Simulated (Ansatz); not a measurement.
## Computed properties of SrCl2 (Fm-3m)

All numbers come from Ansatz. The values are computed, non-magnetic, and not measurements.

The cell is a 3-atom cell of SrCl2 started from a crystallographic database; cell and atoms were relaxed with r2SCAN. Space group Fm-3m (No. 225), cubic; a = 6.995 Å in the conventional setting, 28.53 Å³ an atom. Sr is surrounded by 8 Cl at 3.03 Å; Cl is surrounded by 4 Sr at 3.03 Å.

```
Sr Cl
1.0
     0.00000    3.49765    3.49765
     3.49765    0.00000    3.49765
     3.49765    3.49765    0.00000
Sr Cl
1 2
Direct
  0.00000 0.00000 0.00000
  0.25000 0.25000 0.25000
  0.75000 0.75000 0.75000
```

Relaxed lattice by functional, symmetry kept:
```json
{"functional": "PBE", "k mesh": "6×6×6", "a (Å)": "7.038", "volume (Å³/atom)": "29.06"}
{"functional": "r2SCAN", "k mesh": "6×6×6", "a (Å)": "6.995", "volume (Å³/atom)": "28.53"}
{"functional": "PBEsol", "k mesh": "6×6×6", "a (Å)": "6.907", "volume (Å³/atom)": "27.46"}
{"functional": "LDA", "k mesh": "6×6×6", "a (Å)": "6.798", "volume (Å³/atom)": "26.18"}
{"functional": "HSE06", "k mesh": "4×4×4", "a (Å)": "7.007", "volume (Å³/atom)": "28.67"}
```

Band edges at fixed r2SCAN geometry:
```csv
level,k mesh,gap (eV),kind,edges,least direct gap (eV),rough cost
LDA,6×6×6,4.85,indirect,X → Γ,5.16,2 core-seconds
PBE,6×6×6,5.31,indirect,X → Γ,5.51,3 core-seconds
PBE+SOC,6×6×6,5.31,indirect,X → Γ,5.51,12 core-seconds
r2SCAN,6×6×6,5.94,indirect,X → Γ,5.99,6 core-seconds
r2SCANh,4×4×4,6.61,indirect,X → Γ,6.73,70 core-seconds
HSE06,4×4×4,6.59,indirect,X → Γ,6.83,50 core-seconds
HSE06+SOC,4×4×4,6.59,indirect,X → Γ,6.83,4 core-minutes
DDH-PBE0,4×4×4,8.09,indirect,X → Γ,8.37,70 core-seconds
PBE0,4×4×4,7.32,indirect,X → Γ,7.58,50 core-seconds
Hartree-Fock,4×4×4,13.46,indirect,X → Γ,13.79,60 core-seconds
"G0W0@PBE (255 empty bands, 120 eV, 4×4×4)",4×4×4,7.41,–,X → Γ (mesh),–,90 core-seconds
"G0W0@PBE (634 empty bands, 220 eV, 4×4×4)",4×4×4,7.55,–,X → Γ (mesh),–,14 core-minutes
```
PBE: smearing of 0.02 eV; the others have fixed occupations.
Wave cutoffs: 420 eV, 500 eV (r2SCAN, r2SCANh).
The G0W0 gap is PBE's gap over the path plus the quasiparticle shift read on the mesh. G0W0 here is at a finite number of bands, screening cutoff and k mesh, not at the basis limit.
Costs come from shared machines and give only the order; PBE's includes the band path. The runs had 2 threads of Arm Neoverse V2, on a shared host.

With HSE06 the valence top lies at X and the conduction bottom at Γ, 6.59 eV higher; the smallest vertical gap, at X, is 6.83 eV. Spin-orbit coupling changes the PBE gap by 0.00 eV, to 5.31 eV; at Γ the threefold valence level splits into a fourfold and a twofold level 0.14 eV apart, the fourfold one on top. Spin-orbit coupling changes the HSE06 gap by 0.00 eV, to 6.59 eV; at Γ the threefold valence level splits into a fourfold and a twofold level 0.15 eV apart, the fourfold one on top.

r2SCAN covers 49 % of the step from PBE to HSE06, while HSE06 needs about 9 times r2SCAN's cost (on a coarser mesh). Spin-orbit coupling moves the least or the direct gap by up to 0.01 eV, so it can be left out where a tenth of an eV counts. All these functionals give a gap of the same kind, indirect.

On the PBEsol cell (a = 6.907 Å), with PBEsol: The zone-centre optical frequencies run from 141 to 180 cm⁻¹, none imaginary (the rest of the zone wasn't tested). With the long-range field the highest mode reaches 226 cm⁻¹. The clamped-ion dielectric constant comes out as 3.02 in all directions. With the ions relaxed, ε⁰ is 7.8 in all directions. Born charges, averaged over directions: Sr +2.49, Cl -1.25 e.

Only the levels marked +SOC include spin-orbit coupling.

The meshes of the hybrids are coarse, so their gaps aren't converged to the digits shown.
